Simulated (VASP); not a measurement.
# Y (P6_3/mmc) in VASP: notebook

Runs on Y. Level: PBEsol. Tasks: single point.

All numbers are computed with VASP 6.6.1; they aren't measurements. Logs are shortened: lines on timing, memory, paths and dates and some standing lists are left out, and cuts for length are marked.

## Step 1: The crystal as given

Symmetry: P6_3/mmc, No. 194, hexagonal system. The conventional cell has a = 3.647 Å, b = 3.647 Å, c = 5.731 Å, α = 90.00°, β = 90.00°, γ = 120.00°. Y (site symmetry -6m2) has 12 Y at 3.56 to 3.65 Å as nearest neighbours.

## Step 2: Single point, PBEsol

INCAR

```
SYSTEM = Y
PREC = Accurate ; ENCUT = 450
EDIFF = 1E-6 ; ISMEAR = -1
SIGMA = 0.15 ; LREAL = .FALSE.
LASPH = .TRUE. ; NELM = 100
ALGO = Normal ; ISIF = 2
LWAVE = .FALSE. ; LCHARG = .FALSE.
GGA = PS ; ADDGRID = .TRUE.
```

KPOINTS

```
regular mesh
0
G
  9 9 5
  0 0 0
```

POSCAR

```
Y
1.0
    3.6474000000      0.0000000000      0.0000000000
   -1.8237000000      3.1587410578      0.0000000000
    0.0000000000      0.0000000000      5.7306000000
Y
2
Direct
    0.6666666667      0.3333333333      0.7500000000
    0.3333333333      0.6666666667      0.2500000000
```

Potentials or basis: VASP PAW PBE potentials, release 64 (Y_sv).

Command:

```
cat potpaw_PBE.64/Y_sv/POTCAR > POTCAR
mpirun -np 1 vasp_std > vasp.out
```

OUTCAR:

```text
SYSTEM = Y
   PREC = Accurate
   ENCUT = 450
   EDIFF = 1E-6
   ISMEAR = -1
   LREAL = .FALSE.
   LASPH = .TRUE.
   NELM = 100
   ISIF = 2
   GGA = PS

 Found     36 irreducible k-points:

 Following reciprocal coordinates:
            Coordinates               Weight
  0.000000  0.000000  0.000000      1.000000
  0.111111 -0.000000  0.000000      6.000000
  0.222222 -0.000000  0.000000      6.000000
  0.333333 -0.000000  0.000000      6.000000
  0.444444 -0.000000  0.000000      6.000000
  0.111111  0.111111  0.000000      6.000000
   k-points           NKPTS =     36   k-points in BZ     NKDIM =     36   number of bands    NBANDS=     15
   number of dos      NEDOS =    301   number of ions     NIONS =      2
   total plane-waves  NPLWV =  31360
   dimension x,y,z NGX =    28 NGY =   28 NGZ =   40
   dimension x,y,z NGXF=    56 NGYF=   56 NGZF=   80
   ions per type =               2
   NGX,Y,Z   is equivalent  to a cutoff of  12.76, 12.76, 11.60 a.u.
   NGXF,Y,Z  is equivalent  to a cutoff of  25.52, 25.52, 23.21 a.u.
 SYSTEM =  Y
   PREC   = accura    normal or accurate (medium, high low for compatibility)
   ISTART =      0    job   : 0-new  1-cont  2-samecut
   ICHARG =      2    charge: 1-file 2-atom 10-const
   ISPIN  =      1    spin polarized calculation?
   LNONCOLLINEAR =      F non collinear calculations
   LSORBIT =      F    spin-orbit coupling
   LASPH  =      T    aspherical Exc in radial PAW
   ENCUT  =  450.0 eV  33.07 Ry    5.75 a.u.   6.31  6.31  9.91*2*pi/ulx,y,z
   NELM   =    100;   NELMIN=  2; NELMDL= -5     # of ELM steps
   EDIFF  = 0.1E-05   stopping-criterion for ELM
   LREAL  =      F    real-space projection
   EDIFFG = 0.1E-04   stopping-criterion for IOM
   NSW    =      0    number of steps for IOM
   IBRION =     -1    ionic relax: 0-MD 1-quasi-New 2-CG
   NFREE  =      0    steps in history (QN), initial steepest desc. (CG)
   ISIF   =      2    stress and relaxation
   ISYM   =      2    0-nonsym 1-usesym 2-fastsym
   POTIM  = 0.5000    time-step for ionic-motion
   TEBEG  =    0.0;   TEEND  =   0.0 temperature during run
   PSTRESS=    0.0 pullay stress
   NELECT =      22.0000    total number of electrons
   NUPDOWN=      -1.0000    fix difference up-down
   EMIN   =  10.00;   EMAX   =-10.00  energy-range for DOS
   EFERMI =   0.00;   METHOD = LEGACY
   ISMEAR =    -1;   SIGMA  =   0.15  broadening in eV -4-tet -1-fermi 0-gaus
   EFERMI_NEDOS =   21; number of points for ismear=-14 and -15
   IALGO  =     38    algorithm
   IMIX   =      4    mixing-type and parameters
     AMIX     =   0.40;   BMIX     =  1.00
     AMIX_MAG =   1.60;   BMIX_MAG =  1.00
  volume/ion in A,a.u.               =      33.01       222.77
  Fermi-wavevector in a.u.,A,eV,Ry     =   1.134967  2.144777 17.526345  1.288150
  Thomas-Fermi vector in A             =   2.271671
   LORBIT       =      0    0 simple, 1 ext, 2 COOP (PROOUT), +10 PAW based schemes
   GGA     = PS    functional components
   LHFCALC =     F    Hartree Fock is set to
   AEXX    =    0.0000 exact exchange contribution
   IVDW    =     0    specifies the selected vdW correction
   LEPSILON=     F    determine dielectric tensor
   LRPA    =     F    only Hartree local field effects (RPA)
 non-spin polarized calculation
  energy-cutoff  :      450.00
  volume of cell :       66.02
 maximum number of plane-waves:      1442
 NGX is ok and might be reduce to    28
   NGX = 13   NGY = 13   NGZ = 19

 number of electron      22.0000000 magnetization

 Free energy of the ion-electron system (eV)
  ---------------------------------------------------
  ext. energy  EPLUGINS =         0.00000000
  ---------------------------------------------------
  free energy    TOTEN  =       -13.74966251 eV

  energy without entropy =      -13.49657516  energy(sigma->0) =      -13.62311884

 E-fermi :   2.8624     XC(G=0):  -9.5131

 val. band max:        2.8337039510   @ k =   0.4444   0.1111   0.4000
 cond. band min:       2.8797719830   @ k =   0.2222   0.1111   0.4000
 fundamental gap:      0.0460680320
 Fermi energy:         2.8623821520

 k-point     1 :       0.0000    0.0000    0.0000
  band No.  band energies     occupation
      1     -39.7423      2.00000
      2     -39.6701      2.00000
      3     -20.0397      2.00000
      4     -19.5610      2.00000
      5     -19.5610      2.00000
      6     -19.4727      2.00000
      7     -19.4727      2.00000
      8     -19.4477      2.00000
      9      -1.8330      2.00000
     10       0.9977      1.99999
     11       3.7356      0.00591
     12       4.6034      0.00002
     13       4.6034      0.00002
     14       4.8848      0.00000
     15       5.2015      0.00000

 k-point     2 :       0.1111   -0.0000    0.0000
  band No.  band energies     occupation
      1     -39.7363      2.00000
      2     -39.6680      2.00000
      3     -20.0181      2.00000
      4     -19.6046      2.00000
      5     -19.5758      2.00000
      6     -19.5183      2.00000
      7     -19.4784      2.00000
      8     -19.4579      2.00000
      9      -1.5730      2.00000
     10       1.2410      1.99996
     11       3.4790      0.03225
     12       4.0705      0.00064
     13       4.8461      0.00000
     14       4.9197      0.00000
     15       5.2818      0.00000
[... 41 lines left out ...]
      3     -19.9243      2.00000
      4     -19.8241      2.00000
      5     -19.8035      2.00000
      6     -19.6739      2.00000
      7     -19.5887      2.00000
      8     -19.5278      2.00000
      9       1.0024      1.99999
     10       1.7714      1.99861
     11       2.0905      1.98842
     12       2.7920      1.23047
     13       4.2629      0.00018
     14       4.3516      0.00010
     15       4.8303      0.00000

 k-point     6 :       0.1111    0.1111    0.0000
  band No.  band energies     occupation
      1     -39.7255      2.00000
      2     -39.6646      2.00000
      3     -19.9775      2.00000
      4     -19.6690      2.00000
      5     -19.6348      2.00000
      6     -19.5669      2.00000
      7     -19.4979      2.00000
      8     -19.4783      2.00000
      9      -1.0815      2.00000
     10       1.6663      1.99931
     11       3.0909      0.35783
     12       3.5214      0.02441
     13       4.5544      0.00003
     14       4.8208      0.00000
     15       5.2121      0.00000

 [... further k-points ...]

------------------------ aborting loop because EDIFF is reached ----------------------------------------

  FORCE on cell =-STRESS in cart. coord.  units (eV):
  Direction    XX          YY          ZZ          XY          YZ          ZX
  --------------------------------------------------------------------------------------
  -------------------------------------------------------------------------------------
  Total       -0.8004320     -0.8004320     -0.8487959      0.0000000      0.0000000      0.0000000
  in kB      -19.4239486    -19.4239486    -20.5975872      0.0000000      0.0000000      0.0000000
  external PRESSURE =     -19.8151615 kB  Pullay stress =       0.0000000 kB

 VOLUME and BASIS-vectors are now :
 -----------------------------------------------------------------------------
  energy-cutoff  :      450.00
  volume of cell :       66.02
      direct lattice vectors                 reciprocal lattice vectors
     3.647400000  0.000000000  0.000000000     0.274167900  0.158290911  0.000000000
    -1.823700000  3.158741058  0.000000000     0.000000000  0.316581822  0.000000000
     0.000000000  0.000000000  5.730600000     0.000000000  0.000000000  0.174501797

 POSITION                                       TOTAL-FORCE (eV/Angst)
 -----------------------------------------------------------------------------------
      1.82370      1.05291      4.29795         0.000000     -0.000000      0.000000
     -0.00000      2.10583      1.43265        -0.000000      0.000000      0.000000
 -----------------------------------------------------------------------------------
    total drift:                               -0.000000      0.000000     -0.000000

  FREE ENERGIE OF THE ION-ELECTRON SYSTEM (eV)
  ---------------------------------------------------
  free  energy   TOTEN  =       -13.7496625126 eV

  energy  without entropy=      -13.4965751636  energy(sigma->0) =      -13.62311884
```

OSZICAR:

```text
N       E                     dE             d eps       ncg     rms          rms(c)
DAV:   1     0.808699968827E+02    0.80870E+02   -0.10754E+04  1088   0.125E+03
DAV:   2    -0.703414539622E+01   -0.87904E+02   -0.86980E+02  1360   0.268E+02
DAV:   3    -0.140937260625E+02   -0.70596E+01   -0.70089E+01  2039   0.455E+01
DAV:   4    -0.142258820610E+02   -0.13216E+00   -0.13210E+00  1241   0.685E+00
DAV:   5    -0.142288420776E+02   -0.29600E-02   -0.29599E-02  1522   0.827E-01    0.332E+01
DAV:   6    -0.138379576571E+02    0.39088E+00   -0.48742E-01  1080   0.489E+00    0.205E+01
DAV:   7    -0.137621929573E+02    0.75765E-01   -0.92883E-01  1368   0.618E+00    0.178E+00
DAV:   8    -0.137505355632E+02    0.11657E-01   -0.18310E-01  1290   0.279E+00    0.121E+00
DAV:   9    -0.137495734147E+02    0.96215E-03   -0.47824E-03  1536   0.493E-01    0.463E-01
DAV:  10    -0.137497424758E+02   -0.16906E-03   -0.21796E-03  1109   0.491E-01    0.392E-01
DAV:  11    -0.137496659449E+02    0.76531E-04   -0.16590E-04  1445   0.133E-01    0.330E-02
DAV:  12    -0.137496608565E+02    0.50884E-05   -0.34587E-05  1220   0.587E-02    0.314E-02
DAV:  13    -0.137496623875E+02   -0.15310E-05   -0.86862E-06  1255   0.312E-02    0.812E-04
DAV:  14    -0.137496625126E+02   -0.12515E-06   -0.16858E-07   785   0.303E-03
   1 F= -.13749663E+02 E0= -.13623119E+02  d E =-.253087E+00
```

Wall time 52 s (1 thread of Intel Xeon Platinum 8488C (Sapphire Rapids), shared host); peak memory 0.34 GiB.

These settings aren't checked as converged: the numbers below hold their error.

What came out:

```
Free energy            : -13.7497 eV
Pressure               : -2.0 GPa
Band gap on the k mesh : none (metal or under the smearing width)
```

Caveat: the PAW data sets were made with another functional, which shifts forces and pressure a little.

## Step 3: Single point, PBEsol

INCAR

```
SYSTEM = Y
PREC = Accurate ; ENCUT = 450
EDIFF = 1E-6 ; ISMEAR = -1
SIGMA = 0.15 ; LREAL = .FALSE.
LASPH = .FALSE. ; NELM = 100
ALGO = Normal ; ISIF = 2
LWAVE = .FALSE. ; LCHARG = .FALSE.
GGA = PS ; ADDGRID = .FALSE.
```

KPOINTS is that of step 2.

POSCAR is that of step 2.

Potentials or basis: VASP PAW PBE potentials, release 64 (Y_sv).

Command:

```
cat potpaw_PBE.64/Y_sv/POTCAR > POTCAR
mpirun -np 1 vasp_std > vasp.out
```

Wall time 25 s (1 thread of Intel Xeon Platinum 8488C (Sapphire Rapids), shared host); peak memory 0.19 GiB.

These settings aren't checked as converged: the numbers below hold their error.

Results:

```
Free energy            : -13.7497 eV
Pressure               : -2.0 GPa
Band gap on the k mesh : none (metal or under the smearing width)
```

Caveat: the PAW data sets were made with another functional, which shifts forces and pressure a little.

## Step 4: Single point, PBEsol

INCAR

```
SYSTEM = Y
PREC = Normal ; ENCUT = 450
EDIFF = 1E-4 ; ISMEAR = -1
SIGMA = 0.15 ; LREAL = Auto
LASPH = .TRUE. ; NELM = 100
ALGO = Normal ; ISIF = 2
LWAVE = .FALSE. ; LCHARG = .FALSE.
GGA = PS ; ADDGRID = .FALSE.
```

KPOINTS is that of step 3.

POSCAR is that of step 3.

Potentials or basis: VASP PAW PBE potentials, release 64 (Y_sv).

Command:

```
cat potpaw_PBE.64/Y_sv/POTCAR > POTCAR
mpirun -np 1 vasp_std > vasp.out
```

OUTCAR:

```text
SYSTEM = Y
   PREC = Normal
   ENCUT = 450
   EDIFF = 1E-4
   ISMEAR = -1
   LREAL = Auto
   LASPH = .TRUE.
   NELM = 100
   ISIF = 2
   GGA = PS

 Found     36 irreducible k-points:

 Following reciprocal coordinates:
            Coordinates               Weight
  0.000000  0.000000  0.000000      1.000000
  0.111111 -0.000000  0.000000      6.000000
  0.222222 -0.000000  0.000000      6.000000
  0.333333 -0.000000  0.000000      6.000000
  0.444444 -0.000000  0.000000      6.000000
  0.111111  0.111111  0.000000      6.000000
   k-points           NKPTS =     36   k-points in BZ     NKDIM =     36   number of bands    NBANDS=     15
   number of dos      NEDOS =    301   number of ions     NIONS =      2
   total plane-waves  NPLWV =  12000
   dimension x,y,z NGX =    20 NGY =   20 NGZ =   30
   dimension x,y,z NGXF=    40 NGYF=   40 NGZF=   60
   ions per type =               2
   NGX,Y,Z   is equivalent  to a cutoff of   9.12,  9.12,  8.70 a.u.
   NGXF,Y,Z  is equivalent  to a cutoff of  18.23, 18.23, 17.41 a.u.
 SYSTEM =  Y
   PREC   = normal    normal or accurate (medium, high low for compatibility)
   ISTART =      0    job   : 0-new  1-cont  2-samecut
   ICHARG =      2    charge: 1-file 2-atom 10-const
   ISPIN  =      1    spin polarized calculation?
   LNONCOLLINEAR =      F non collinear calculations
[... 70 lines left out ...]
     10       0.9976      1.99999
     11       3.7355      0.00591
     12       4.6033      0.00002
     13       4.6033      0.00002
     14       4.8847      0.00000
[... 77 lines left out ...]
      2     -39.6636      2.00000
      3     -19.9770      2.00000
      4     -19.6684      2.00000
      5     -19.6342      2.00000
      6     -19.5663      2.00000
      7     -19.4972      2.00000
      8     -19.4778      2.00000
      9      -1.0817      2.00000
     10       1.6661      1.99931
     11       3.0908      0.35777
     12       3.5213      0.02441
     13       4.5543      0.00003
     14       4.8206      0.00000
     15       5.2120      0.00000

 [... further k-points ...]

------------------------ aborting loop because EDIFF is reached ----------------------------------------

  FORCE on cell =-STRESS in cart. coord.  units (eV):
  Direction    XX          YY          ZZ          XY          YZ          ZX
  --------------------------------------------------------------------------------------
  -------------------------------------------------------------------------------------
  Total       -0.8419064     -0.8419064     -0.8896809      0.0000000      0.0000000      0.0000000
  in kB      -20.4303999    -20.4303999    -21.5897373      0.0000000      0.0000000      0.0000000
  external PRESSURE =     -20.8168457 kB  Pullay stress =       0.0000000 kB

 VOLUME and BASIS-vectors are now :
 -----------------------------------------------------------------------------
  energy-cutoff  :      450.00
  volume of cell :       66.02
      direct lattice vectors                 reciprocal lattice vectors
     3.647400000  0.000000000  0.000000000     0.274167900  0.158290911  0.000000000
    -1.823700000  3.158741058  0.000000000     0.000000000  0.316581822  0.000000000
     0.000000000  0.000000000  5.730600000     0.000000000  0.000000000  0.174501797

 POSITION                                       TOTAL-FORCE (eV/Angst)
 -----------------------------------------------------------------------------------
      1.82370      1.05291      4.29795        -0.000000      0.000000      0.000000
     -0.00000      2.10583      1.43265         0.000000     -0.000000      0.000000
 -----------------------------------------------------------------------------------
    total drift:                               -0.000000      0.000000     -0.000000

  FREE ENERGIE OF THE ION-ELECTRON SYSTEM (eV)
  ---------------------------------------------------
  free  energy   TOTEN  =       -13.7493343254 eV

  energy  without entropy=      -13.4962510819  energy(sigma->0) =      -13.62279270
```

OSZICAR:

```text
N       E                     dE             d eps       ncg     rms          rms(c)
DAV:   1     0.808700790929E+02    0.80870E+02   -0.10754E+04  1088   0.125E+03
DAV:   2    -0.703397478092E+01   -0.87904E+02   -0.86980E+02  1360   0.268E+02
DAV:   3    -0.140934413961E+02   -0.70595E+01   -0.70087E+01  2039   0.455E+01
DAV:   4    -0.142255918931E+02   -0.13215E+00   -0.13209E+00  1241   0.685E+00
DAV:   5    -0.142285518610E+02   -0.29600E-02   -0.29598E-02  1522   0.827E-01    0.332E+01
DAV:   6    -0.138376403304E+02    0.39091E+00   -0.48745E-01  1080   0.489E+00    0.205E+01
DAV:   7    -0.137618596929E+02    0.75781E-01   -0.92880E-01  1368   0.618E+00    0.178E+00
DAV:   8    -0.137502054964E+02    0.11654E-01   -0.18309E-01  1290   0.279E+00    0.121E+00
DAV:   9    -0.137492431730E+02    0.96232E-03   -0.47825E-03  1536   0.493E-01    0.463E-01
DAV:  10    -0.137494122958E+02   -0.16912E-03   -0.21803E-03  1109   0.491E-01    0.392E-01
DAV:  11    -0.137493343254E+02    0.77970E-04   -0.15231E-04   936   0.133E-01
   1 F= -.13749334E+02 E0= -.13622793E+02  d E =-.253083E+00
```

stdout:

```text
POSCAR found type information on POSCAR Y
 POSCAR found :  1 types and       2 ions
 scaLAPACK will be used
 -----------------------------------------------------------------------------
|                                                                             |
|                                                                             |
|     You have a (more or less) 'small supercell' and for smaller cells       |
|     it is recommended to use the reciprocal-space projection scheme!        |
|     The real-space optimization is not efficient for small cells and it     |
|     is also less accurate ...                                               |
|     Therefore, set LREAL=.FALSE. in the INCAR file.                         |
|                                                                             |
 -----------------------------------------------------------------------------

 -----------------------------------------------------------------------------
|                                                                             |
|                                                                             |
|     You enforced a specific xc type in the INCAR file but a different       |
|     I HOPE YOU KNOW WHAT YOU ARE DOING!                                     |
|                                                                             |
 -----------------------------------------------------------------------------

 LDA part: xc-table for (Slater+PW92), standard interpolation
 POSCAR, INCAR and KPOINTS ok, starting setup
 FFT: planning ... GRIDC
 FFT: planning ... GRID_SOFT
 FFT: planning ... GRID
 WAVECAR not read
 entering main loop
```

It took 19 s on 1 thread of Intel Xeon Platinum 8488C (Sapphire Rapids), shared host; peak memory 0.14 GiB.

The run converged, but some of its settings lie outside the range that counts as converged, so its numbers aren't taken as properties of the crystal.

Results:

```yaml
Free_energy: -13.7493 eV
Pressure: -2.1 GPa
Band_gap_on_the_k_mesh: none (metal or under the smearing width)
```

Caveat: the PAW data sets were made with another functional, which shifts forces and pressure a little.

(Part 1 of 2 ends here.)
